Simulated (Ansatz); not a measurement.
# Nb(100) with 4 layers of random Nb-Rh, 2x2: scattering by chemical disorder, part 2 of 2

Wanted: resistance against the alloy's length, first Nb(100) with 4 layers of random Nb-Rh, 2x2.

Ansatz 0.2.0; Ansatz plane-wave DFT, PBE, PAW files; ballistic transport by layer matching (Landauer), zero bias; PAW set soft_1.

So far. Step 3 (With 8 alloy layers): Over the solved energies the transmission per spin lies between 4.85 and 5.13, out of 10.9 channels of the lead on average (up to 11.5).

## (4) With 12 alloy layers

In 12 layers a share of 0.125 of the sites is given to Rh at random. A fresh draw is used; the growth of the resistance with length is what counts.

 

System of this step: Nb(100) with 12 layers of random Nb-Rh, 2x2. The cell holds 88 atoms: 82 Nb and 6 Rh. Its edges and angles: a = 6.613 Å, b = 6.613 Å, c = 36.369 Å, α = 90.0°, β = 90.0°, γ = 90.0°. It derives from Nb. Regions: lead, 40 atoms (40 Nb); scattering region, 48 atoms (42 Nb and 6 Rh). The structure is stacked along c, and the current runs across the ab planes.

Contents of input.yaml:

```yaml
crystal:
  lattice:
    - [6.6126, 0.0, 0.0]
    - [0.0, 6.6126, 0.0]
    - [0.0, 0.0, 36.3693]
  atoms:
    - { symbol: Nb, position: [0.0, 0.0, 0.0227272727] }
    - { symbol: Nb, position: [0.0, 0.5, 0.0227272727] }
    - { symbol: Nb, position: [0.5, 0.0, 0.0227272727] }
    - { symbol: Nb, position: [0.5, 0.5, 0.0227272727] }
    - { symbol: Nb, position: [0.25, 0.25, 0.0681818182] }
    - { symbol: Nb, position: [0.25, 0.75, 0.0681818182] }
    - { symbol: Nb, position: [0.75, 0.25, 0.0681818182] }
    - { symbol: Nb, position: [0.75, 0.75, 0.0681818182] }
    - { symbol: Nb, position: [0.0, 0.0, 0.1136363636] }
    - { symbol: Nb, position: [0.0, 0.5, 0.1136363636] }
    - { symbol: Nb, position: [0.5, 0.0, 0.1136363636] }
    - { symbol: Nb, position: [0.5, 0.5, 0.1136363636] }
    - { symbol: Nb, position: [0.25, 0.25, 0.1590909091] }
    - { symbol: Nb, position: [0.25, 0.75, 0.1590909091] }
    - { symbol: Nb, position: [0.75, 0.25, 0.1590909091] }
    - { symbol: Nb, position: [0.75, 0.75, 0.1590909091] }
    - { symbol: Nb, position: [0.0, 0.0, 0.2045454545] }
    - { symbol: Nb, position: [0.0, 0.5, 0.2045454545] }
    - { symbol: Nb, position: [0.5, 0.0, 0.2045454545] }
    - { symbol: Nb, position: [0.5, 0.5, 0.2045454545] }
    - { symbol: Nb, position: [0.25, 0.25, 0.25] }
    - { symbol: Nb, position: [0.25, 0.75, 0.25] }
    - { symbol: Nb, position: [0.75, 0.25, 0.25] }
    - { symbol: Nb, position: [0.75, 0.75, 0.25] }
    - { symbol: Nb, position: [0.0, 0.0, 0.2954545455] }
    - { symbol: Nb, position: [0.0, 0.5, 0.2954545455] }
    - { symbol: Nb, position: [0.5, 0.0, 0.2954545455] }
    - { symbol: Nb, position: [0.5, 0.5, 0.2954545455] }
    - { symbol: Nb, position: [0.25, 0.25, 0.3409090909] }
    - { symbol: Nb, position: [0.25, 0.75, 0.3409090909] }
    - { symbol: Nb, position: [0.75, 0.25, 0.3409090909] }
    - { symbol: Nb, position: [0.75, 0.75, 0.3409090909] }
    - { symbol: Nb, position: [0.0, 0.0, 0.3863636364] }
    - { symbol: Rh, position: [0.0, 0.5, 0.3863636364] }
    - { symbol: Nb, position: [0.5, 0.0, 0.3863636364] }
    - { symbol: Nb, position: [0.5, 0.5, 0.3863636364] }
    - { symbol: Nb, position: [0.25, 0.25, 0.4318181818] }
    - { symbol: Nb, position: [0.25, 0.75, 0.4318181818] }
    - { symbol: Nb, position: [0.75, 0.25, 0.4318181818] }
    - { symbol: Rh, position: [0.75, 0.75, 0.4318181818] }
    - { symbol: Nb, position: [0.0, 0.0, 0.4772727273] }
    - { symbol: Nb, position: [0.0, 0.5, 0.4772727273] }
    - { symbol: Rh, position: [0.5, 0.0, 0.4772727273] }
    - { symbol: Nb, position: [0.5, 0.5, 0.4772727273] }
    - { symbol: Nb, position: [0.25, 0.25, 0.5227272727] }
    - { symbol: Rh, position: [0.25, 0.75, 0.5227272727] }
    - { symbol: Nb, position: [0.75, 0.25, 0.5227272727] }
    - { symbol: Nb, position: [0.75, 0.75, 0.5227272727] }
    - { symbol: Nb, position: [0.0, 0.0, 0.5681818182] }
    - { symbol: Nb, position: [0.0, 0.5, 0.5681818182] }
    - { symbol: Rh, position: [0.5, 0.0, 0.5681818182] }
    - { symbol: Nb, position: [0.5, 0.5, 0.5681818182] }
    - { symbol: Nb, position: [0.25, 0.25, 0.6136363636] }
    - { symbol: Nb, position: [0.25, 0.75, 0.6136363636] }
    - { symbol: Nb, position: [0.75, 0.25, 0.6136363636] }
    - { symbol: Nb, position: [0.75, 0.75, 0.6136363636] }
    - { symbol: Nb, position: [0.0, 0.0, 0.6590909091] }
    - { symbol: Rh, position: [0.0, 0.5, 0.6590909091] }
    - { symbol: Nb, position: [0.5, 0.0, 0.6590909091] }
    - { symbol: Nb, position: [0.5, 0.5, 0.6590909091] }
    - { symbol: Nb, position: [0.25, 0.25, 0.7045454545] }
    - { symbol: Nb, position: [0.25, 0.75, 0.7045454545] }
    - { symbol: Nb, position: [0.75, 0.25, 0.7045454545] }
    - { symbol: Nb, position: [0.75, 0.75, 0.7045454545] }
    - { symbol: Nb, position: [0.0, 0.0, 0.75] }
    - { symbol: Nb, position: [0.0, 0.5, 0.75] }
    - { symbol: Nb, position: [0.5, 0.0, 0.75] }
    - { symbol: Nb, position: [0.5, 0.5, 0.75] }
    - { symbol: Nb, position: [0.25, 0.25, 0.7954545455] }
    - { symbol: Nb, position: [0.25, 0.75, 0.7954545455] }
    - { symbol: Nb, position: [0.75, 0.25, 0.7954545455] }
    - { symbol: Nb, position: [0.75, 0.75, 0.7954545455] }
    - { symbol: Nb, position: [0.0, 0.0, 0.8409090909] }
    - { symbol: Nb, position: [0.0, 0.5, 0.8409090909] }
    - { symbol: Nb, position: [0.5, 0.0, 0.8409090909] }
    - { symbol: Nb, position: [0.5, 0.5, 0.8409090909] }
    - { symbol: Nb, position: [0.25, 0.25, 0.8863636364] }
    - { symbol: Nb, position: [0.25, 0.75, 0.8863636364] }
    - { symbol: Nb, position: [0.75, 0.25, 0.8863636364] }
    - { symbol: Nb, position: [0.75, 0.75, 0.8863636364] }
    - { symbol: Nb, position: [0.0, 0.0, 0.9318181818] }
    - { symbol: Nb, position: [0.0, 0.5, 0.9318181818] }
    - { symbol: Nb, position: [0.5, 0.0, 0.9318181818] }
    - { symbol: Nb, position: [0.5, 0.5, 0.9318181818] }
    - { symbol: Nb, position: [0.25, 0.25, 0.9772727273] }
    - { symbol: Nb, position: [0.25, 0.75, 0.9772727273] }
    - { symbol: Nb, position: [0.75, 0.25, 0.9772727273] }
    - { symbol: Nb, position: [0.75, 0.75, 0.9772727273] }
kpoints:
  mp_grid: { grid: [4, 4, 1] }
hamiltonian:
  xc: pbe
  pseudopotentials: { kind: paw, azcp: { folder: soft_1 } }
scf:
  occupations: { method: fermi_dirac, width: 0.1 }
output:
  transmission: { leads: [[0, 4]], kmesh: [8, 8], e_range: [-0.05, 0.05], de: 0.05 }
  write_potential: true
  write_density: true
  volumetric_format: npy
```

Started as:

```console
$ ansatz run input.yaml --threads 4 --pin off --max-ram 15360MiB --backend cpu --events-out ev --progress --plain --runs-dir out
```

Numbers of over 12 decimals in the logs are rounded to 6 here.

Output:

```text
[...]
Crystal: 88 atoms, lattice volume = 1590.301 Å³
Basis set: ecut = 420 eV, 31009 PW (Γ)
Bands: 701, of which v1, the nominal top of the filled ones, is band 584 counted from 1 (583 counted from 0)
Symmetry: 1 space group operations
[...]
k-points: 10 of 16 (time reversal used)
[...]
SCF iter   1: F=—  HF=-411879.461082 eV  |F-HF|=—  |Δ(HF+E_count)|=         —  Δρ=2.13e-1  dr2=8.48e3  ethr=3.10e-3  ⟨swp⟩=5.9  Hψ=24172  notcnv=0  defer=17
[...]
SCF iter  11: F=-411714.374736 eV  HF=-411714.374736 eV  |F-HF|=4.05e-8  |Δ(HF+E_count)|=   1.07e-8  Δρ=5.26e-7  dr2=4.15e-8  ethr=8.56e-12  ⟨swp⟩=12.8  Hψ=22824  notcnv=0
SCF 1 converged in 11 iterations: F = -411714.374736 eV  dr2 = 4.15e-8
[...]
transmission: 228 of 2278 steps passed
transmission: 456 of 2278 steps passed
[...]
transmission: 2278 of 2278 steps passed
SCF converged after 11 iterations
Free energy (F): -411714.374736 eV
[...]
Internal energy: -411710.745716 eV  (E = F + TS)
E sigma→0 (E₀):  -411712.560226 eV
Entropy (-TS):   -3.629020 eV (-41.239 meV/atom)
Fermi energy:    17.683650 eV
[...]
--- Band table (eV; the first three rows and the last of 10) ---
  k-point 0: bands = [... 580 lower, 18.0686, 18.1010, 18.1270, 18.1492, 18.1582, 18.1760, 18.1851, 18.1939, ... 113 higher]
  k-point 1: bands = [... 580 lower, 17.8877, 17.9011, 17.9113, 17.9313, 17.9453, 17.9713, 17.9826, 17.9939, ... 113 higher]
  k-point 2: bands = [... 580 lower, 17.5883, 17.6023, 17.6261, 17.6313, 17.6377, 17.6399, 17.6461, 17.6549, ... 113 higher]
  k-point 9: bands = [... 580 lower, 17.0446, 17.0483, 17.0678, 17.0714, 17.0771, 17.0799, 17.1159, 17.1313, ... 113 higher]
--- Transmission ---
  basis      : 385 plane waves across, 67 finite elements along
  points     : 34, standing for a mesh of 8 x 8
[...]
channels       : 1.060938e1 a spin
[...]
junction   : crystal 0 to crystal 0, 0.96 to 35.67 Å
    transmission   : 4.098794e0 a spin
[...]
```

Wall time 44 min (4 threads of Arm Neoverse V1, shared host); peak memory 9 GiB; 2.6 h of CPU time.

Numbers from this step:

| Quantity | Value |
| --- | --- |
| free energy | -411714.3747 eV |
| energy at zero smearing | -411712.5602 eV |
| Fermi energy | 17.68 eV |
| transmission per spin nearest the Fermi level | 4.099 |
| open channels per spin nearest the Fermi level | 10.61 |
| step of the lead's potential | 2.9 meV |

Per spin. Transmission, zone mean against energy, zero at the Fermi level:

| energy (eV) | transmission, zone mean |
| --- | --- |
| -0.0500 | 4.20 |
| 0.0000 | 4.10 |
| 0.0500 | 4.01 |

Over the solved energies the transmission per spin lies between 4.01 and 4.20, out of 10.7 channels of the lead on average (up to 11.4).

## (5) The fit

a

This step: Ansatz plane-wave DFT, PBE, PAW files; ballistic transport by layer matching (Landauer), zero bias; residual resistivity from the slope of the area resistance, atoms on the host's lattice; PAW set soft_1 (Ansatz 0.2.0).

Numbers from this step:

| Item | Value |
| --- | --- |
| resistivity | 35.53 µΩ cm |
| intercept | 0.1449 fΩ m² |
| scatter about the fit | 9.82e-4 fΩ m² |

Resistance, by row:

| run | length (Å) | T | channels N | RA (fΩ m²) |
| --- | --- | --- | --- | --- |
| n4 | 6.613 | 6.227 | 10.73 | 0.3805 |
| n8 | 13.23 | 4.981 | 10.86 | 0.6133 |
| n12 | 19.84 | 4.101 | 10.73 | 0.8504 |

Area resistance against length of the alloy:

| length of the alloy (Å) | area resistance (fΩ m²) |
| --- | --- |
| 6.61 | 0.381 |
| 13.23 | 0.613 |
| 19.84 | 0.850 |

The area resistance goes from 0.38 to 0.85 fΩ m² between 6.6 and 19.8 Å, a slope of 36 µΩ cm.

By hand from the end points: (0.8504 − 0.3805) fΩ m² / (19.84 − 6.61) Å = 36 µΩ cm, since 1 fΩ m² per Å is 1000 µΩ cm.

## (6) Summary of results

```
resistivity from the slope  : 35.5 µΩ cm
area resistance over 6.61 Å : 0.381 fΩ m²
area resistance over 13.2 Å : 0.613 fΩ m²
area resistance over 19.8 Å : 0.850 fΩ m²
```

In words: The slope gives 36 µΩ cm. The points scatter by 9.8e-4 fΩ m² about the line, with one random draw a length in a 2x2 cell, so the slope is a rough value. The lead's own channel count moves between the runs (10.7, 10.9 and 10.7), which shifts RA and the slope too. Read with a model of isotropic scattering on a spherical Fermi surface and the lead's 1.9×10¹⁵ S/m², this slope means a mean free path near 11 Å; over these lengths the model's slope is within 3 % of its bulk resistivity. The draw over the shortest length came out nearly ordered, with 32 symmetry operations, so that point is a poor sample of a random alloy. The atoms sit on the host's lattice, so scattering by size misfit is left out.

[Logs are printed without paths, hosts, clocks, repeated set-up lines and the standing remarks that a program may print on its own settings, such as how far it seeks lower states.]

[Hosts, paths, dates, database ids (printed as entryN), source tags and the programs' standing remarks are cut or masked in the printed files.]
